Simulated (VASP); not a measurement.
# CrO2 (P4_2/mnm) in VASP: relaxation of cell and atoms with LDA

Aim: the relaxation of cell and atoms of CrO2 with LDA.

Program: VASP 6.6.1. These are calculated values, not measurements. Logs are shortened: lines on timing, memory, paths and dates and some standing lists are left out, and cuts for length are marked.

**1. Starting point**

The structure is tetragonal, space group P4_2/mnm (No. 136). Conventional cell: a = 4.423 Å, b = 4.423 Å, c = 2.918 Å, α = 90.00°, β = 90.00°, γ = 90.00°. Cr (site symmetry mmm) is surrounded by 6 O at 1.88 to 1.92 Å. O (site symmetry m2m) has 3 Cr at 1.88 to 1.92 Å as nearest neighbours.

**2. Relaxation of cell and atoms, LDA, collinear spin, ferromagnetic start**

Contents of INCAR:

```
ALGO = Fast ; EDIFF = 1E-6
EDIFFG = -0.005 ; ENCUT = 600
IBRION = 2 ; ISIF = 3
ISMEAR = -1 ; ISPIN = 2
LASPH = True ; LCHARG = False
LMAXMIX = 4 ; LORBIT = 11
LREAL = False ; LWAVE = False
MAGMOM = 3 3 0 0 0 0 ; NELM = 100
NSW = 60 ; PREC = Accurate
SIGMA = 0.05
```

Contents of KPOINTS:

```
k-points
0
Gamma
  8 8 12
```

Contents of POSCAR:

```
CrO2
1.0
    4.4230000000      0.0000000000      0.0000000000
    0.0000000000      4.4230000000      0.0000000000
    0.0000000000      0.0000000000      2.9180000000
Cr O
2 4
Direct
    0.0000000000      0.0000000000      0.0000000000
    0.5000000000      0.5000000000      0.5000000000
    0.3010000000      0.3010000000      0.0000000000
    0.1990000000      0.8010000000      0.5000000000
    0.6990000000      0.6990000000      0.0000000000
    0.8010000000      0.1990000000      0.5000000000
```

Potentials or basis: VASP PAW LDA potentials, release 64 (Cr_pv, O).

Command:

```bash
$ cat potpaw_LDA.64/Cr_pv/POTCAR potpaw_LDA.64/O/POTCAR > POTCAR
$ mpirun -np 1 vasp_std > vasp.out
```

OUTCAR:

```text
EDIFF = 1E-6
   EDIFFG = -0.005
   ENCUT = 600
   IBRION = 2
   ISIF = 3
   ISMEAR = -1
   ISPIN = 2
   LASPH = True
   LORBIT = 11
   LREAL = False
   NELM = 100
   NSW = 60
   PREC = Accurate

 ion  position               nearest neighbor table
   1  0.000  0.000  0.000-   3 1.88   5 1.88   4 1.92   6 1.92   4 1.92   6 1.92
   2  0.500  0.500  0.500-   4 1.88   6 1.88   5 1.92   3 1.92   3 1.92   5 1.92
   3  0.301  0.301  0.000-   1 1.88   2 1.92   2 1.92
   4  0.199  0.801  0.500-   2 1.88   1 1.92   1 1.92
   5  0.699  0.699  0.000-   1 1.88   2 1.92   2 1.92
   6  0.801  0.199  0.500-   2 1.88   1 1.92   1 1.92

  LATTYP: Found a simple tetragonal cell.
 ALAT       =     4.4230000000
 C/A-ratio  =     0.6597332128

  Lattice vectors:

 A1 = (   4.4230000000,   0.0000000000,   0.0000000000)
 A2 = (   0.0000000000,   4.4230000000,   0.0000000000)
 A3 = (   0.0000000000,   0.0000000000,   2.9180000000)

Analysis of symmetry for initial positions (statically):
=====================================================================
 Subroutine PRICEL returns:
 Original cell was already a primitive cell.

 Routine SETGRP: Setting up the symmetry group for a
 simple tetragonal supercell.

 Subroutine GETGRP returns: Found 16 space group operations
 (whereof  8 operations were pure point group operations)
 out of a pool of 16 trial point group operations.

The static configuration has the point symmetry D_2h.
 The point group associated with its full space group is D_4h.

Analysis of symmetry for dynamics (positions and initial velocities):
=====================================================================
 Subroutine PRICEL returns:
 Original cell was already a primitive cell.

 Routine SETGRP: Setting up the symmetry group for a
 simple tetragonal supercell.

 Subroutine GETGRP returns: Found 16 space group operations
 (whereof  8 operations were pure point group operations)
 out of a pool of 16 trial point group operations.

The dynamic configuration has the point symmetry D_2h.
 The point group associated with its full space group is D_4h.

Analysis of structural, dynamic, and magnetic symmetry:
=====================================================================
 Subroutine PRICEL returns:
 Original cell was already a primitive cell.

 Routine SETGRP: Setting up the symmetry group for a
 simple tetragonal supercell.

 Subroutine GETGRP returns: Found 16 space group operations
 (whereof  8 operations were pure point group operations)
 out of a pool of 16 trial point group operations.

The overall configuration has the point symmetry D_2h.
 The point group associated with its full space group is D_4h.

[... 131 lines left out ...]
   GGA     = CA    functional components
   LHFCALC =     F    Hartree Fock is set to
   AEXX    =    0.0000 exact exchange contribution
   IVDW    =     0    specifies the selected vdW correction
   LEPSILON=     F    determine dielectric tensor
   LRPA    =     F    only Hartree local field effects (RPA)
 conjugate gradient relaxation of ions
 spin polarized calculation
 RMM-DIIS sequential band-by-band and
  energy-cutoff  :      600.00
  volume of cell :       57.08
 maximum number of plane-waves:      1944
 NGX is ok and might be reduce to    36
   NGX = 17   NGY = 17   NGZ = 11

--------------------------------------- Ionic step        1  -------------------------------------------

 number of electron      48.0000028 magnetization       3.9998478

 Free energy of the ion-electron system (eV)
  ---------------------------------------------------
  ext. energy  EPLUGINS =         0.00000000
  ---------------------------------------------------
  free energy    TOTEN  =       -55.56369184 eV

  energy without entropy =      -55.54932005  energy(sigma->0) =      -55.55650594

------------------------ aborting loop because EDIFF is reached ----------------------------------------

  FORCE on cell =-STRESS in cart. coord.  units (eV):
  Direction    XX          YY          ZZ          XY          YZ          ZX
  --------------------------------------------------------------------------------------
  -------------------------------------------------------------------------------------
  Total       -4.4275582     -4.4275582     -5.8447025      0.0000000      0.0000000      0.0000000
  in kB     -124.2669647   -124.2669647   -164.0415369      0.0000000      0.0000000      0.0000000
  external PRESSURE =    -137.5251554 kB  Pullay stress =       0.0000000 kB
[... 307 lines left out ...]
--------------------------------------- Ionic step        9  -------------------------------------------

 number of electron      47.9999988 magnetization       3.9971768

 Free energy of the ion-electron system (eV)
  ---------------------------------------------------
  ext. energy  EPLUGINS =         0.00000000
  ---------------------------------------------------
  free energy    TOTEN  =       -55.70444104 eV

  energy without entropy =      -55.68966601  energy(sigma->0) =      -55.69705352

 E-fermi :   6.2552     XC(G=0): -12.7741

 val. band max:        6.2545486814   @ k =   0.2500   0.2500   0.1667
 cond. band min:       6.2583557300   @ k =   0.3750   0.1250   0.1667
 fundamental gap:      0.0038070485
 Fermi energy:         6.2551730587

 spin component 1

 k-point     1 :       0.0000    0.0000    0.0000
  band No.  band energies     occupation
      1     -38.3924      1.00000
      2     -38.3924      1.00000
      3     -38.2439      1.00000
      4     -38.2439      1.00000
      5     -38.1681      1.00000
      6     -38.1494      1.00000
[... 805 lines left out ...]
     30       9.1213      0.00000
     31       9.3648      0.00000

 [... further k-points ...]

 spin component 2

 k-point     1 :       0.0000    0.0000    0.0000
  band No.  band energies     occupation
      1     -36.6286      1.00000
      2     -36.6286      1.00000
      3     -36.3144      1.00000
      4     -36.3144      1.00000
      5     -36.1331      1.00000
      6     -36.1113      1.00000
[... 840 lines left out ...]
  FREE ENERGIE OF THE ION-ELECTRON SYSTEM (eV)
  ---------------------------------------------------
  free  energy   TOTEN  =       -55.7044410360 eV

  energy  without entropy=      -55.6896660088  energy(sigma->0) =      -55.69705352

 reached required accuracy - stopping structural energy minimisation

 total charge

# of ion       s       p       d       tot
------------------------------------------
    1        0.379   6.519   4.134  11.032
    2        0.379   6.519   4.134  11.032
    3        1.558   3.471   0.000   5.029
    4        1.558   3.471   0.000   5.029
    5        1.558   3.471   0.000   5.029
    6        1.558   3.471   0.000   5.029
--------------------------------------------------
tot          6.990  26.920   8.269  42.179

 magnetization (x)

# of ion       s       p       d       tot
------------------------------------------
    1        0.025   0.028   1.932   1.985
    2        0.025   0.028   1.932   1.985
    3       -0.002  -0.025   0.000  -0.027
    4       -0.002  -0.025   0.000  -0.027
    5       -0.002  -0.025   0.000  -0.027
    6       -0.002  -0.025   0.000  -0.027
--------------------------------------------------
tot          0.042  -0.043   3.863   3.863
```

OSZICAR:

```text
N       E                     dE             d eps       ncg     rms          rms(c)
DAV:   1     0.636767109666E+03    0.63677E+03   -0.29071E+04 13020   0.194E+03
DAV:   2    -0.341189829959E+01   -0.64018E+03   -0.59778E+03 14238   0.540E+02
[... 96 lines left out ...]
RMM:   2    -0.557048012347E+02    0.77710E-03   -0.40979E-03 13322   0.521E-01    0.204E-01
RMM:   3    -0.557044961634E+02    0.30507E-03   -0.12611E-03 13493   0.265E-01    0.899E-02
RMM:   4    -0.557044474199E+02    0.48743E-04   -0.58827E-04 13020   0.179E-01    0.242E-02
RMM:   5    -0.557044455097E+02    0.19102E-05   -0.53814E-05 13619   0.556E-02    0.204E-02
RMM:   6    -0.557044414031E+02    0.41065E-05   -0.19305E-05 12097   0.280E-02    0.715E-03
RMM:   7    -0.557044410360E+02    0.36707E-06   -0.39086E-06  9368   0.146E-02
   9 F= -.55704441E+02 E0= -.55697054E+02  d E =-.908993E-04  mag=     3.9972
```

CONTCAR:

```text
CrO2
   1.00000000000000
     4.3569686758626611    0.0000000000000000    0.0000000000000000
     0.0000000000000000    4.3569686758626611    0.0000000000000000
     0.0000000000000000    0.0000000000000000    2.8574433193170106
  Cr              O
     2     4
Direct
     0.0000000000000000    0.0000000000000000    0.0000000000000000
     0.5000000000000000    0.5000000000000000    0.5000000000000000
     0.3028464576164043    0.3028464576164043    0.0000000000000000
     0.1971535423835956    0.8028464576164043    0.5000000000000000
     0.6971535423835957    0.6971535423835957    0.0000000000000000
     0.8028464576164043    0.1971535423835956    0.5000000000000000

  0.00000000E+00  0.00000000E+00  0.00000000E+00
  0.00000000E+00  0.00000000E+00  0.00000000E+00
  0.00000000E+00  0.00000000E+00  0.00000000E+00
  0.00000000E+00  0.00000000E+00  0.00000000E+00
  0.00000000E+00  0.00000000E+00  0.00000000E+00
  0.00000000E+00  0.00000000E+00  0.00000000E+00
```

It took 14 min on 1 thread of Intel Xeon 6975P-C (Granite Rapids), shared host; peak memory 0.41 GiB.

What came out:

| Item | Value |
| --- | --- |
| Free energy | -55.7044 eV |
| Relaxed volume | 9.04 Å³/atom |
| Relaxed cell | a = 4.357 Å, b = 4.357 Å, c = 2.857 Å, α = 90.00°, β = 90.00°, γ = 90.00° |
| Space group after relaxing (to 0.05 Å) | P4_2/mnm (No. 136) |
| Energy gained by relaxing | 23.5 meV/atom |
| Ionic steps | 9 |
| Pressure after relaxing | -0.1 GPa |
| Band gap on the k mesh | none (metal or under the smearing width) |
| Net moment | 4.00 μB per cell |
| Site moments | Cr +1.99; O -0.03 μB |
| Valence electrons inside the program's atomic spheres | Cr 11.03; O 5.03 |

The path:
```tsv
step	energy change (eV)	largest force (eV/Å)	pressure (GPa)	volume (Å³)
1	0.0000	0.3782	-13.75	57.08
2	0.1290	0.5150	24.12	50.60
3	-0.1400	0.0926	-0.11	54.23
4	-0.1400	0.0856	0.14	54.18
5	-0.1400	0.0781	0.46	54.12
6	-0.1407	0.0059	0.42	54.17
7	-0.1407	0.0071	0.39	54.17
8	-0.1406	0.0070	-0.46	54.33
9	-0.1407	0.0006	-0.05	54.24
```

Final structure:
```
Cr O
1.0
     4.35697    0.00000    0.00000
     0.00000    4.35697    0.00000
     0.00000    0.00000    2.85744
Cr O
2 4
Direct
  0.00000 0.00000 0.00000
  0.50000 0.50000 0.50000
  0.30285 0.30285 0.00000
  0.19715 0.80285 0.50000
  0.69715 0.69715 0.00000
  0.80285 0.19715 0.50000
```

Caveat: semilocal functionals often make such compounds metallic where correlation or magnetic order opens a gap, which also shifts bond lengths; only a ferromagnetic start was run, and an antiferromagnetic order may lie lower in energy.
